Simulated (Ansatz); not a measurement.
**How GdN answers to pressure**

```
Gd N
1.0
     0.00000    2.66847    2.66847
     2.66847    0.00000    2.66847
     2.66847    2.66847    0.00000
Gd N
1 1
Direct
  0.00000 0.00000 0.00000
  0.25000 0.25000 0.25000
```

The cell was built from the zincblende type and relaxed in the same program, and has space group F-43m; it needn't be a known or the stable phase.

Where the f shell is localised, expect the real compound to differ from this run without U.

Other magnetic orders may lie lower; this is the state that the run reached.

Spin–orbit coupling is left out, though it moves levels of the heavy atoms by tenths of an eV or more.

Computed with Ansatz 0.2.0, DFT, PBE, all-electron LAPW, scalar-relativistic.

Sampling and basis: a Γ-centred 12×12×12 k mesh, Fermi–Dirac smearing of 0.03 eV, basis error target 0.25 meV/atom, spin-polarised from start moments Gd1 7 μB.

The cell is scaled evenly with fractional coordinates held. Semilocal gaps are too small, but their slopes carry over better.

```csv
V/V(cell),P (GPa),gap on the k mesh (eV),cell moment (μB)
0.9800,2.24,1.185,7.000
1.0000,0.04,1.176,7.000
1.0200,-1.96,1.164,7.000
1.0400,-3.78,1.148,7.000
```

(1) From the rows at 0.9800 and 1.0200, what is the bulk modulus at the cell's volume?

(2) What are the gap's volume deformation potential and pressure coefficient?

(3) How does the moment scale with volume?

(4) Predict the row at V/V(cell) = 0.9600. How far is a linear estimate of P off?

Answers

(1) B = −ΔP/Δln V = −[(-1.96) − (2.24)]/0.04001 = 105.0 GPa.

(2) dEg/dln V = (1.164 − 1.185)/0.04001 = -0.52 eV, and dEg/dP = −(dEg/dln V)/B = 5 meV/GPa: pressure widens the gap.

(3) dln M/dln V = ln(7.000/7.000)/0.04001 = 0.00: the moment hardly moves, as with a saturated or integer moment.

(4) P = 4.67 GPa, gap 1.191 eV, moment 7.000 μB. The linear estimate P(cell) − B ln(V/V(cell)) = 4.33 GPa misses by 0.34 GPa, since the modulus grows under compression.
